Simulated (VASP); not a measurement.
Set up this calculation in VASP 6.6.1, as the native input.

| Quantity | Value |
| --- | --- |
| Task | relaxation of cell and atoms |
| Functional | PBE |
| Dispersion | D4 |
| Potentials or basis | VASP PAW PBE potentials, release 64 (C) |
| Cutoff | 520 eV |
| k mesh | 15 × 15 × 6 |
| Occupations | gaussian, width 0.02 eV |
| Spin | no spin polarisation |
| Further INCAR settings | ALGO = Normal; EDIFF = 1e-07; IBRION = 2; EDIFFG = -0.002; NSW = 80; ISIF = 3 |

The structure of C lies in POSCAR:

```
C                                       
1.0
    2.4612776206     -0.0000000000     -0.0000000000
   -1.2306388103      2.1315289435      0.0000000000
    0.0000000000     -0.0000000000      6.6436903281
  C             
     4
Direct
     0.0000000000000000    0.0000000000000000    0.7500000000000000
     0.0000000000000000    1.0000000000000000    0.2500000000000000
     0.3333333300000021    0.6666666699999979    0.7500000000000000
     0.6666666699999979    0.3333333300000021    0.2500000000000000
```

One way to write it, as run:

INCAR

```
  PREC = Accurate
  ENCUT = 520
  EDIFF = 1E-7
  ISMEAR = 0
  SIGMA = 0.02
  LREAL = False
  LASPH = True
  NELM = 100
  ALGO = Normal
  ISIF = 3
  LWAVE = False
  LCHARG = False
  GGA = PE
  IVDW = 13
  IBRION = 2
  NSW = 80
  EDIFFG = -0.002
  KPAR = 4
```

KPOINTS

```
Automatic mesh
0
Gamma
  15 15 6
```

Potentials or basis: VASP PAW PBE potentials, release 64 (C).

Command:

```bash
$ cat potpaw_PBE.64/C/POTCAR > POTCAR
$ mpirun -np 4 vasp_std > vasp.out
```

It gave:

The pressure after relaxing is 0.0 GPa. The band gap on the k mesh is none (metal or under the smearing width) and the dispersion energy per atom is -0.178 eV.

Caveat: the relaxation stopped at its first step, so nothing moved.

Wall time 14 s on 4 MPI ranks on Intel(R) Xeon(R) Platinum 8259CL CPU @ 2.50GHz (Skylake/Cascade Lake) (shared host), peak memory 0.15 GiB a rank.
